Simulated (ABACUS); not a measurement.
A run of ABACUS 3.10.1 is set up as follows.

File INPUT:

```
INPUT_PARAMETERS
suffix              Nd
calculation         scf
basis_type          lcao
pseudo_dir          ./
orbital_dir         ./
symmetry            1
dft_functional      pbe
ecutwfc             100
pseudo_rcut         10
nspin               2
nbands              10
ks_solver           genelpa
smearing_method     fd
smearing_sigma      0.00367493
scf_thr             1e-07
scf_nmax            100
mixing_type         broyden
mixing_beta         0.4
cal_force           1
cal_stress          1
out_mul             1
out_chg             1
out_pot             2
out_elf             1
```

STRU

```
ATOMIC_SPECIES
Nd 144.2420 Nd.upf

NUMERICAL_ORBITAL
Nd_confined-atom_8au_4s3p3d1f.orb

LATTICE_CONSTANT
1.8897261246

LATTICE_VECTORS
-2.0754700287 2.0754700287 2.0754700287
2.0754700287 -2.0754700287 2.0754700287
2.0754700287 2.0754700287 -2.0754700287

ATOMIC_POSITIONS
Direct

Nd
0.0
1
0.0000000000 0.0000000000 0.0000000000 1 1 1 mag 0
```

File KPT:

```
K_POINTS
0
Gamma
9 9 9 0 0 0
```

Potentials or basis: PseudoDojo NC SR 0.4.1 PBE standard, lanthanides 3+ (f in core), TZDP LCAO (the cutoffs set its grid).

Launch:

```console
$ OMP_NUM_THREADS=1 mpirun -np 4 abacus > log
```

Problem. What does it give for the net moment?

Solution. 0.27 μB per cell.

Problem. What does it give for the absolute moment?

Solution. 0.27 μB per cell.

Problem. Predict the site moments.

Solution. Nd +0.27 μB.

Problem. Predict the band gap on the k mesh.

Solution. None (metal or under the smearing width).

Caveat: the atomic orbitals were generated for these runs and aren't a published set; the magnetic or orbital state may not be the lowest; all typed moments are zero, and the program then starts from 1 μB on every atom; spin-orbit coupling is left out, which moves the levels of the heavy elements; the 4f electrons are frozen in the core as for a trivalent ion, so they carry no moment and show no levels; the basis of atomic orbitals isn't converged, which shifts pressures, moduli and gaps. The state reached can hang on the start; a lower one may exist.
